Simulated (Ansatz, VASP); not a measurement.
# ZnO: VASP beside Ansatz

```xyz
4
Lattice="3.3696 0.0000 0.0000 -1.6848 2.9182 0.0000 0.0000 0.0000 4.4242" Properties=species:S:1:pos:R:3 pbc="T T T"
Zn    0.0000    1.9455    0.0000
Zn    1.6848    0.9727    2.2121
O     0.0000    1.9455    2.2121
O     1.6848    0.9727    4.4242
```

Measurements of this composition are mostly on another form, of space group No. 186.

Alike in both runs: functional LDA; k mesh 9 × 9 × 6; occupations gaussian, width 0.02 eV; no spin polarisation.

Ansatz relaxed the structure, and its values are those at the end. VASP's run is a single point on that final structure, the one shown.

```csv
,VASP,Ansatz
version,VASP 6.6.1,Ansatz 0.2.0
potentials or method,"VASP PAW LDA potentials, release 64 (Zn, O)","scalar-relativistic, plane waves, PAW"
plane-wave cutoff (eV),520,420
valence electrons in the cell,36,36
```

```csv
,VASP,Ansatz,Ansatz less VASP
gap on the k mesh at the Fermi level (eV),1.07,1.06,-0.004
least direct gap on the mesh (eV),1.11,1.10,-0.009
pressure (GPa),1.3,0.0,-1.30
```

Ansatz warned: «pseudo_functional_mismatch».

Caveats: an odd mesh through Γ misses points on the zone boundary, where band edges often lie. A hybrid or GW would open this gap; LDA tends to underestimate it.
